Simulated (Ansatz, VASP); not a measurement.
# Two plane-wave programs on PbSe

```
Pb Se
1.0
     5.28117    0.00000    0.00000
     0.00000    5.28117    0.00000
     0.00000    0.00000    4.09678
Pb Se
2 2
Direct
  0.50000 0.00000 0.33039
  0.00000 0.50000 0.66961
  0.00000 0.00000 0.00000
  0.50000 0.50000 0.00000
```

Alike in both runs: functional PBEsol; k mesh 6 × 6 × 8; occupations gaussian, width 0.05 eV; no spin polarisation.

Ansatz relaxed the structure, and its values are those at the end. VASP's run is a single point on that final structure, the one shown.

|  | VASP | Ansatz |
| --- | --- | --- |
| version | VASP 6.6.1 | Ansatz 0.2.0 |
| potentials or method | VASP PAW PBE potentials, release 64 (Pb_d, Se) | scalar-relativistic, plane waves, PAW |
| plane-wave cutoff (eV) | 520 | 420 |
| valence electrons in the cell | 40 | 60 |

|  | VASP | Ansatz | Ansatz less VASP |
| --- | --- | --- | --- |
| gap on the k mesh at the Fermi level (eV) | 0.26 | 0.27 | +0.006 |
| least direct gap on the mesh (eV) | 0.71 | 0.71 | -0.001 |
| pressure (GPa) | -1.0 | -1.0 | -0.01 |
| rms of the force components (eV/Å) | 0.004 | 0.001 | -0.0027 |

The functional is the same, so the differences come from potentials, cutoffs and numerics. The two sets of potentials don't hold the same shells in valence.

Caveats: the PAW data sets were made with another functional, which shifts forces and pressure a little (VASP); spin-orbit coupling is left out, which as a rule narrows the gap of such compounds by several tenths of an eV.
